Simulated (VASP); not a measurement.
## BN: relaxation of shape and atoms at fixed volume with PBE+D3(BJ)

The system is BN.

```xyz
4
Lattice="2.5793 0.0000 0.0000 -1.2897 2.2338 0.0000 0.0000 0.0000 7.3920" Properties=species:S:1:pos:R:3 pbc="T T T"
B     0.0000    1.4892    1.8480
B     1.2897    0.7446    5.5440
N     0.0000    1.4892    5.5440
N     1.2897    0.7446    1.8480
```

The cell isn't the ideal one: a relaxed cell with its volume scaled by 1.09.

- Program: VASP 6.6.1
- Task: relaxation of shape and atoms at fixed volume
- Functional: PBE
- Dispersion: D3(BJ)
- Potentials or basis: VASP PAW PBE potentials, release 64 (B, N)
- Cutoff: 520 eV
- k mesh: 3 × 3 × 1
- Occupations: gaussian, width 0.02 eV
- Spin: no spin polarisation
- Further INCAR settings: ALGO = Normal; EDIFF = 1e-07; IBRION = 2; EDIFFG = -0.002; NSW = 80; ISIF = 4

* Energy gained by relaxing: 45.1 meV/atom
* Ionic steps: 3
* Pressure after relaxing: -1.1 GPa
* Band gap on the k mesh: 4.51 eV, indirect (least direct gap 4.65 eV)
* Dispersion energy per atom: -0.116 eV

Step by step:
```tsv
step	energy change (eV)	largest force (eV/Å)	pressure (GPa)	volume (Å³)
1	0.0000	0.0000	-16.45	42.59
2	-0.1796	0.0000	-2.18	42.59
3	-0.1804	0.0000	-1.10	42.59
```

Final structure:
```xyz
4
Lattice="2.5096 0.0000 0.0000 -1.2548 2.1734 0.0000 0.0000 0.0000 7.8083" Properties=species:S:1:pos:R:3 pbc="T T T"
B     0.0000    1.4489    1.9521
B     1.2548    0.7245    5.8562
N     0.0000    1.4489    5.8562
N     1.2548    0.7245    1.9521
```

Levels at points of the mesh, in eV from the valence-band top:
| k point | band 4 | band 5 | band 6 | band 7 | band 8 | band 9 | band 10 | band 11 | band 12 |
| --- | --- | --- | --- | --- | --- | --- | --- | --- | --- |
| (0.00, 0.00, 0.00) | -4.76 | -1.33 | -1.33 | -1.32 | -1.32 | 4.51 | 8.42 | 10.82 | 11.50 |

Wall time 9.6 s on 1 thread of Intel(R) Xeon(R) Platinum 8259CL CPU @ 2.50GHz (Skylake/Cascade Lake), with other jobs on the host, peak memory 0.15 GiB.

Caveat: the k mesh is coarse (spacing up to 0.94 Å⁻¹), so the values aren't converged; an odd mesh through Γ misses points on the zone boundary, where band edges often lie.
